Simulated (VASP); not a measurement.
# Cs (Im-3m) in VASP: a series of runs

One crystal, Cs, is run at these levels: RPBE, BEEF-vdW, r2SCAN+D3(BJ), PBE; tasks: single point, relaxation of cell and atoms, atomic charges.

Program: VASP 6.6.1. These are calculated values, not measurements. Logs are shortened: lines on timing, memory, paths and dates and some standing lists are left out, and cuts for length are marked.

**1. Starting point**

Symmetry: Im-3m, No. 229, cubic system. Conventional cell: a = 6.257 Å, b = 6.257 Å, c = 6.257 Å, α = 90.00°, β = 90.00°, γ = 90.00°.

**2. Single point, RPBE**

INCAR reads:

```
  PREC = Accurate
  ENCUT = 500
  EDIFF = 1E-7
  ISMEAR = 0
  SIGMA = 0.02
  LREAL = False
  LASPH = True
  NELM = 80
  ALGO = Fast
  ISIF = 2
  LWAVE = False
  LCHARG = False
  GGA = RP
```

KPOINTS reads:

```
Automatic mesh
0
Gamma
  6 6 6
```

POSCAR reads:

```
Cs
1.0
   -3.1284650614      3.1284650614      3.1284650614
    3.1284650614     -3.1284650614      3.1284650614
    3.1284650614      3.1284650614     -3.1284650614
Cs
1
Cartesian
    0.0000000000      0.0000000000      0.0000000000
```

Potentials or basis: VASP PAW PBE potentials, release 64 (Cs_sv).

The run is started by

```
> cat potpaw_PBE.64/Cs_sv/POTCAR > POTCAR
> mpirun -np 1 vasp_std > vasp.out
```

OUTCAR:

```text
PREC = Accurate
   ENCUT = 500
   EDIFF = 1E-7
   ISMEAR = 0
   LREAL = False
   LASPH = True
   NELM = 80
   ISIF = 2
   GGA = RP

 ion  position               nearest neighbor table
   1  0.000  0.000  0.000-

  LATTYP: Found a body centered cubic cell.
 ALAT       =     6.2569301228

  Lattice vectors:

 A1 = (  -3.1284650614,   3.1284650614,   3.1284650614)
 A2 = (   3.1284650614,  -3.1284650614,   3.1284650614)
 A3 = (   3.1284650614,   3.1284650614,  -3.1284650614)

Analysis of symmetry for initial positions (statically):
=====================================================================
 Subroutine PRICEL returns:
 Original cell was already a primitive cell.

 Routine SETGRP: Setting up the symmetry group for a
 body centered cubic supercell.

 Subroutine GETGRP returns: Found 48 space group operations
 (whereof 48 operations were pure point group operations)
 out of a pool of 48 trial point group operations.

The static configuration has the point symmetry O_h .

Analysis of symmetry for dynamics (positions and initial velocities):
=====================================================================
 Subroutine PRICEL returns:
 Original cell was already a primitive cell.

 Routine SETGRP: Setting up the symmetry group for a
 body centered cubic supercell.

 Subroutine GETGRP returns: Found 48 space group operations
 (whereof 48 operations were pure point group operations)
 out of a pool of 48 trial point group operations.

The dynamic configuration has the point symmetry O_h .

 Subroutine INISYM returns: Found 48 space group operations
 (whereof 48 operations are pure point group operations),
 and found     1 'primitive' translations

----------------------------------------------------------------------------------------

                                     Primitive cell

  volume of cell :     122.4768

  direct lattice vectors                    reciprocal lattice vectors
    -3.128465061  3.128465061  3.128465061     0.000000000  0.159822785  0.159822785
     3.128465061 -3.128465061  3.128465061     0.159822785  0.000000000  0.159822785
     3.128465061  3.128465061 -3.128465061     0.159822785  0.159822785  0.000000000

  length of vectors
     5.418660436  5.418660436  5.418660436     0.226023551  0.226023551  0.226023551

  position of ions in fractional coordinates (direct lattice)
     0.000000000  0.000000000  0.000000000

  ion indices of the primitive-cell ions
   primitive index   ion index
[... 67 lines left out ...]
   NSW    =      0    number of steps for IOM
   IBRION =     -1    ionic relax: 0-MD 1-quasi-New 2-CG
   NFREE  =      0    steps in history (QN), initial steepest desc. (CG)
   ISIF   =      2    stress and relaxation
   ISYM   =      2    0-nonsym 1-usesym 2-fastsym
   POTIM  = 0.5000    time-step for ionic-motion
   TEBEG  =    0.0;   TEEND  =   0.0 temperature during run
   PSTRESS=    0.0 pullay stress
   NELECT =       9.0000    total number of electrons
   NUPDOWN=      -1.0000    fix difference up-down
   EMIN   =  10.00;   EMAX   =-10.00  energy-range for DOS
   EFERMI =   0.00;   METHOD = LEGACY
   ISMEAR =     0;   SIGMA  =   0.02  broadening in eV -4-tet -1-fermi 0-gaus
   EFERMI_NEDOS =   21; number of points for ismear=-14 and -15
   IALGO  =     68    algorithm
   IMIX   =      4    mixing-type and parameters
     AMIX     =   0.40;   BMIX     =  1.00
     AMIX_MAG =   1.60;   BMIX_MAG =  1.00
  volume/ion in A,a.u.               =     122.48       826.51
  Fermi-wavevector in a.u.,A,eV,Ry     =   0.685706  1.295796  6.397353  0.470192
  Thomas-Fermi vector in A             =   1.765724
   LORBIT       =      0    0 simple, 1 ext, 2 COOP (PROOUT), +10 PAW based schemes
   GGA     = RP    functional components
   LHFCALC =     F    Hartree Fock is set to
   AEXX    =    0.0000 exact exchange contribution
   IVDW    =     0    specifies the selected vdW correction
   LEPSILON=     F    determine dielectric tensor
   LRPA    =     F    only Hartree local field effects (RPA)
 non-spin polarized calculation
 RMM-DIIS sequential band-by-band and
 Gauss-broadening in eV      SIGMA  =   0.02
  energy-cutoff  :      500.00
  volume of cell :      122.48
 maximum number of plane-waves:      3138
   NGX = 19   NGY = 19   NGZ = 19

 number of electron       8.9999999 magnetization

 Free energy of the ion-electron system (eV)
  ---------------------------------------------------
  ext. energy  EPLUGINS =         0.00000000
  ---------------------------------------------------
  free energy    TOTEN  =        -0.71733981 eV

  energy without entropy =       -0.71486268  energy(sigma->0) =       -0.71610124

 E-fermi :   0.4611     XC(G=0):  -5.1158

 val. band max:        0.3176784537   @ k =   0.1667   0.1667   0.1667
 cond. band min:       0.4633380941   @ k =   0.3333   0.1667   0.0000
 fundamental gap:      0.1456596404
 Fermi energy:         0.4611126716

 k-point     1 :       0.0000    0.0000    0.0000
  band No.  band energies     occupation
      1     -23.5148      2.00000
      2     -10.2830      2.00000
      3     -10.2830      2.00000
      4     -10.2830      2.00000
      5      -1.1686      2.00000
      6       2.9265      0.00000
      7       2.9265      0.00000
      8       2.9265      0.00000
[... 155 lines left out ...]
 k-point    16 :       0.5000    0.5000    0.5000
  band No.  band energies     occupation
      1     -23.5062      2.00000
      2     -10.3597      2.00000
      3     -10.3597      2.00000
      4     -10.3597      2.00000
      5       1.1192      0.00000
      6       1.1192      0.00000
      7       3.2968      0.00000
      8       3.2968      0.00000

------------------------ aborting loop because EDIFF is reached ----------------------------------------

  FORCE on cell =-STRESS in cart. coord.  units (eV):
  Direction    XX          YY          ZZ          XY          YZ          ZX
  --------------------------------------------------------------------------------------
  -------------------------------------------------------------------------------------
  Total        0.1114503      0.1114503      0.1114503     -0.0000000     -0.0000000      0.0000000
  in kB        1.4579347      1.4579347      1.4579347     -0.0000000     -0.0000000      0.0000000
  external PRESSURE =       1.4579347 kB  Pullay stress =       0.0000000 kB

 VOLUME and BASIS-vectors are now :
 -----------------------------------------------------------------------------
  energy-cutoff  :      500.00
  volume of cell :      122.48
      direct lattice vectors                 reciprocal lattice vectors
    -3.128465061  3.128465061  3.128465061     0.000000000  0.159822785  0.159822785
     3.128465061 -3.128465061  3.128465061     0.159822785  0.000000000  0.159822785
     3.128465061  3.128465061 -3.128465061     0.159822785  0.159822785  0.000000000

 POSITION                                       TOTAL-FORCE (eV/Angst)
 -----------------------------------------------------------------------------------
      0.00000      0.00000      0.00000        -0.000000      0.000000     -0.000000
 -----------------------------------------------------------------------------------
    total drift:                                0.000000      0.000000     -0.000000

  FREE ENERGIE OF THE ION-ELECTRON SYSTEM (eV)
  ---------------------------------------------------
  free  energy   TOTEN  =        -0.7173398103 eV

  energy  without entropy=       -0.7148626752  energy(sigma->0) =       -0.71610124
```

It took 17 s on 1 thread of AMD EPYC 7R13 (Zen 3), shared host; peak memory 0.19 GiB.

What came out:

```yaml
Free_energy: -0.7173 eV
Pressure: 0.1 GPa
Band_gap_on_the_k_mesh: none (metal or under the smearing width)
```

Caveat: the PAW data sets were made with another functional, which shifts forces and pressure a little. The run has no spin-orbit coupling, so splittings on Cs are missing.

**3. Single point, RPBE**

run.py reads:

```python
from ase.calculators.vasp import Vasp
from ase.dft.bandgap import bandgap
from ase.io import read

atoms = read('Cs.cif', primitive_cell=True, subtrans_included=False)
calc = Vasp(
    directory='calc',
    xc='rpbe',
    pp='PBE',
    setups='minimal',
    prec='Accurate',
    encut=500,
    ediff=1e-06,
    ismear=0,
    sigma=0.02,
    lreal=False,
    lasph=True,
    nelm=80,
    algo='Normal',
    isif=2,
    lwave=False,
    lcharg=True,
    lelf=True,
    lvhar=True,
    kpts=[6, 6, 6],
    gamma=True,
    nbands=10,
)
atoms.calc = calc

print('energy (eV):', atoms.get_potential_energy())
print('free energy (eV):', atoms.get_potential_energy(force_consistent=True))
print('forces (eV/A):')
print(atoms.get_forces())
print('stress (eV/A^3, Voigt):', atoms.get_stress())
print('Fermi level (eV):', calc.get_fermi_level())
gap, top, bottom = bandgap(calc)
print('band gap (eV):', gap, 'from (spin, k, band)', top, 'to', bottom)
```

Cs.cif reads:

```cif
data_Cs
_cell_length_a 6.25693012
_cell_length_b 6.25693012
_cell_length_c 6.25693012
_cell_angle_alpha 90.00000000
_cell_angle_beta 90.00000000
_cell_angle_gamma 90.00000000
_space_group_name_H-M_alt 'Im-3m'
_space_group_name_Hall '-I 4 2 3'
_space_group_IT_number 229
loop_
_space_group_symop_operation_xyz
'x,y,z'
'-x,-y,-z'
'-y,x,z'
'y,-x,-z'
'-x,-y,z'
'x,y,-z'
'y,-x,z'
'-y,x,-z'
'x,-y,-z'
'-x,y,z'
'-y,-x,-z'
'y,x,z'
'-x,y,-z'
'x,-y,z'
'y,x,-z'
'-y,-x,z'
'z,x,y'
'-z,-x,-y'
'z,-y,x'
'-z,y,-x'
'z,-x,-y'
'-z,x,y'
'z,y,-x'
'-z,-y,x'
'-z,x,-y'
'z,-x,y'
'-z,-y,-x'
'z,y,x'
'-z,-x,y'
'z,x,-y'
'-z,y,x'
'z,-y,-x'
'y,z,x'
'-y,-z,-x'
'x,z,-y'
'-x,-z,y'
'-y,z,-x'
'y,-z,x'
'-x,z,y'
'x,-z,-y'
'-y,-z,x'
'y,z,-x'
'-x,-z,-y'
'x,z,y'
'y,-z,-x'
'-y,z,x'
'x,-z,y'
'-x,z,-y'
'x+1/2,y+1/2,z+1/2'
'-x+1/2,-y+1/2,-z+1/2'
'-y+1/2,x+1/2,z+1/2'
'y+1/2,-x+1/2,-z+1/2'
'-x+1/2,-y+1/2,z+1/2'
'x+1/2,y+1/2,-z+1/2'
'y+1/2,-x+1/2,z+1/2'
'-y+1/2,x+1/2,-z+1/2'
'x+1/2,-y+1/2,-z+1/2'
'-x+1/2,y+1/2,z+1/2'
'-y+1/2,-x+1/2,-z+1/2'
'y+1/2,x+1/2,z+1/2'
'-x+1/2,y+1/2,-z+1/2'
'x+1/2,-y+1/2,z+1/2'
'y+1/2,x+1/2,-z+1/2'
'-y+1/2,-x+1/2,z+1/2'
'z+1/2,x+1/2,y+1/2'
'-z+1/2,-x+1/2,-y+1/2'
'z+1/2,-y+1/2,x+1/2'
'-z+1/2,y+1/2,-x+1/2'
'z+1/2,-x+1/2,-y+1/2'
'-z+1/2,x+1/2,y+1/2'
'z+1/2,y+1/2,-x+1/2'
'-z+1/2,-y+1/2,x+1/2'
'-z+1/2,x+1/2,-y+1/2'
'z+1/2,-x+1/2,y+1/2'
'-z+1/2,-y+1/2,-x+1/2'
'z+1/2,y+1/2,x+1/2'
'-z+1/2,-x+1/2,y+1/2'
'z+1/2,x+1/2,-y+1/2'
'-z+1/2,y+1/2,x+1/2'
'z+1/2,-y+1/2,-x+1/2'
'y+1/2,z+1/2,x+1/2'
'-y+1/2,-z+1/2,-x+1/2'
'x+1/2,z+1/2,-y+1/2'
'-x+1/2,-z+1/2,y+1/2'
'-y+1/2,z+1/2,-x+1/2'
'y+1/2,-z+1/2,x+1/2'
'-x+1/2,z+1/2,y+1/2'
'x+1/2,-z+1/2,-y+1/2'
'-y+1/2,-z+1/2,x+1/2'
'y+1/2,z+1/2,-x+1/2'
'-x+1/2,-z+1/2,-y+1/2'
'x+1/2,z+1/2,y+1/2'
'y+1/2,-z+1/2,-x+1/2'
'-y+1/2,z+1/2,x+1/2'
'x+1/2,-z+1/2,y+1/2'
'-x+1/2,z+1/2,-y+1/2'
loop_
_atom_site_label
_atom_site_type_symbol
_atom_site_symmetry_multiplicity
_atom_site_Wyckoff_symbol
_atom_site_fract_x
_atom_site_fract_y
_atom_site_fract_z
_atom_site_occupancy
Cs1 Cs 2 a 0.0000000000 0.0000000000 0.0000000000 1
```

Potentials or basis: VASP PAW PBE potentials, release 64 (Cs_sv).

The run is started by

```
> python run.py
```

It took 22 s on 1 thread of AMD EPYC 7R13 (Zen 3), shared host; peak memory 0.19 GiB.

The run converged. Its results:

```
Free energy            : -0.7173 eV
Pressure               : 0.1 GPa
Band gap on the k mesh : none (metal or under the smearing width)
```

Levels at points of the mesh, in eV from the Fermi level:
```csv
k point,band 1,band 2,band 3,band 4,band 5,band 6,band 7,band 8,band 9
"(0.00, 0.00, 0.00)",-23.98,-10.74,-10.74,-10.74,-1.63,2.47,2.47,2.47,3.25
"(0.50, 0.00, 0.00)",-23.97,-10.85,-10.78,-10.74,0.05,0.75,1.64,3.10,3.69
"(0.50, 0.50, 0.50)",-23.97,-10.82,-10.82,-10.82,0.66,0.66,2.84,2.84,2.84
```

Caveat: the PAW data sets were made with another functional, which shifts forces and pressure a little.

**4. Relaxation of cell and atoms, BEEF-vdW, spin-orbit coupling, no magnetisation**

INCAR reads:

```
  PREC = Accurate
  ENCUT = 600
  EDIFF = 1E-7
  ISMEAR = 1
  SIGMA = 0.2
  LREAL = False
  LASPH = True
  NELM = 80
  ALGO = Normal
  ISIF = 3
  LWAVE = False
  LCHARG = False
  LNONCOLLINEAR = True
  MAGMOM = 0 0 0
  LORBIT = 11
  LSORBIT = True
  GGA_COMPAT = False
  GGA = BF
  LUSE_VDW = True
  ZAB_VDW = -1.8867
  IBRION = 2
  NSW = 60
  EDIFFG = -0.01
```

KPOINTS reads:

```
regular mesh
0
Gamma
  5 5 5
```

Edit POSCAR of step 2 so:

```diff
@@ -7,3 +7,3 @@
 1
-Cartesian
+Direct
     0.0000000000      0.0000000000      0.0000000000
```

The run is started by

```
> cat potpaw_PBE.64/Cs_sv/POTCAR > POTCAR
> mpirun -np 1 vasp_ncl > vasp.out
```

Run time: 5.8 min. Hardware: 1 thread of AMD EPYC 7R13 (Zen 3), shared host; peak memory 1.4 GiB.

Results (log left out):

```
Free energy                                           : 1.6629 eV
Pressure after relaxing                               : 0.0 GPa
Valence electrons inside the program's atomic spheres : Cs 6.49
```

Final structure:
```xyz
1
Lattice="-3.1285 3.1285 3.1285 3.1285 -3.1285 3.1285 3.1285 3.1285 -3.1285" Properties=species:S:1:pos:R:3 pbc="T T T"
Cs    0.0000    0.0000    0.0000
```

Caveat: the relaxation stopped at its first step, so nothing moved; the PAW data sets were made with another functional, which shifts forces and pressure a little.

**5. Atomic charges, r2SCAN+D3(BJ), spin-orbit coupling, no magnetisation**

INCAR reads:

```
ALGO = Normal
EDIFF = 1E-7
ENCUT = 520
GGA_COMPAT = F
ISIF = 2
ISMEAR = 1
IVDW = 12
LASPH = T
LCHARG = T
LMIXTAU = T
LNONCOLLINEAR = T
LORBIT = 10
LREAL = F
LSORBIT = T
LVHAR = T
LWAVE = F
MAGMOM = 0 0 0
METAGGA = R2SCAN
NELM = 60
PREC = Accurate
SIGMA = 0.1
VDW_A1 = 0.49484001
VDW_A2 = 5.73083694
VDW_S6 = 1.0
VDW_S8 = 0.78981345
```

KPOINTS reads:

```
k-points
0
Gamma
  5 5 5
```

POSCAR reads:

```
Cs
5.4187
   -0.577346053740      0.577346053740      0.577346053740
    0.577346053740     -0.577346053740      0.577346053740
    0.577346053740      0.577346053740     -0.577346053740
Cs
1
Direct
    0.0000000000      0.0000000000      0.0000000000
```

The run is started by

```
> cat potpaw_PBE.64/Cs_sv/POTCAR > POTCAR
> mpirun -np 1 vasp_ncl > vasp.out
```

It took 7.2 min on 1 thread of Intel Xeon Platinum 8488C (Sapphire Rapids), shared host; peak memory 0.63 GiB.

It converged, with:

* Free energy: -25.2148 eV
* Pressure: -0.1 GPa
* Valence electrons inside the program's atomic spheres: Cs 6.57
* Dispersion energy per atom: -0.039 eV

Caveat: the PAW data sets were made with another functional, which shifts forces and pressure a little.

**6. Single point, PBE**

INCAR reads:

```
SYSTEM = Cs
PREC = Accurate ; ENCUT = 520
EDIFF = 1E-7 ; ISMEAR = 0
SIGMA = 0.1 ; LREAL = .FALSE.
LASPH = .TRUE. ; NELM = 80
ALGO = Normal ; ISIF = 2
LWAVE = .FALSE. ; LCHARG = .FALSE.
GGA = PE ; NBANDS = 10
```

KPOINTS reads:

```
Automatic mesh
0
G
  6 6 6
  0 0 0
```

POSCAR reads:

```
Cs
1.0
   -3.1284650614      3.1284650614      3.1284650614
    3.1284650614     -3.1284650614      3.1284650614
    3.1284650614      3.1284650614     -3.1284650614
Cs
1
Cartesian
    0.0000000000      0.0000000000      0.0000000000
```

Potentials or basis: VASP PAW PBE potentials, release 64 (Cs_sv).

The run is started by

```
> cat potpaw_PBE.64/Cs_sv/POTCAR > POTCAR
> mpirun -np 1 vasp_std > vasp.out
```

It took 15 s on 1 thread of Intel Xeon Platinum 8488C (Sapphire Rapids), shared host; peak memory 0.22 GiB.

The run converged. Its results:

- Free energy: -0.8427 eV
- Pressure: -0.1 GPa
- Band gap on the k mesh: none (metal or under the smearing width)

Levels at points of the mesh, in eV from the Fermi level:
```tsv
k point	band 2	band 3	band 4	band 5	band 6	band 7
(0.00, 0.00, 0.00)	-10.65	-10.65	-10.65	-1.62	2.45	2.45
(0.50, 0.00, 0.00)	-10.76	-10.69	-10.65	0.05	0.80	1.64
(0.50, 0.50, 0.50)	-10.73	-10.73	-10.73	0.69	0.69	2.85
```

Spin-orbit coupling is left out, which matters for the levels of Cs.

**7. The runs side by side**

```csv
task,level,spin,cell,k mesh,cutoff (eV),smearing,gap on the mesh (eV),pressure (GPa)
single point,RPBE,off,as given,6 × 6 × 6,500,gaussian 0.02 eV,none,0.1
relaxation of cell and atoms,BEEF-vdW,"SOC, no magnetisation",relaxed,5 × 5 × 5,600,methfessel-paxton 0.2 eV,-,0.0
atomic charges,r2SCAN+D3(BJ),"SOC, no magnetisation",as given,5 × 5 × 5,520,methfessel-paxton 0.1 eV,-,-0.1
single point,PBE,off,as given,6 × 6 × 6,520,gaussian 0.1 eV,none,-0.1
```

Alike in all rows: potentials or basis VASP PAW PBE potentials, release 64 (Cs_sv).

Caveats: the PAW data sets were made with another functional, which shifts forces and pressure a little (some runs); the relaxation stopped at its first step, so nothing moved (some runs).

Absolute energies hang on the potentials; compare differences alone.
